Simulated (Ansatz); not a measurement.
## Be: changes ranked by their effect on the pressure

```
CELL_PARAMETERS angstrom
2.26478 0.00000 0.00000
-1.13239 1.96136 0.00000
0.00000 0.00000 3.57410
ATOMIC_POSITIONS crystal
Be 0.33333 0.66667 0.75000
Be 0.66667 0.33333 0.25000
```

Atoms are numbered in the order listed.

The cell is the one relaxed in the Materials Project (mp-87), not relaxed further here; entries there can be hypothetical.

Theory: DFT, PBEsol, all-electron LAPW, scalar-relativistic in Ansatz 0.2.0.

Numerical set-up: a Γ-centred 21×21×11 k mesh, Fermi–Dirac smearing of 0.05 eV, basis error target 0.5 meV/atom, no spin polarisation.

In this reference run the pressure is -1.7 GPa (positive in compression). Each change below is made alone, on the same k mesh, with fractional coordinates held unless an atom is moved; x, y and z are the Cartesian axes.

(1) One change shifts the pressure by -3.3 GPa. Which?
A. volume scaled by 1.03
B. equal xy, yz and zx engineering shear strains of +1 %
C. volume scaled by 0.97
D. z strained by -3 % at fixed volume

Results:

(1) A. The others give: z strained by -3 % at fixed volume, +0.8 GPa; equal xy, yz and zx engineering shear strains of +1 %, 0.0 GPa; volume scaled by 0.97, +3.8 GPa.
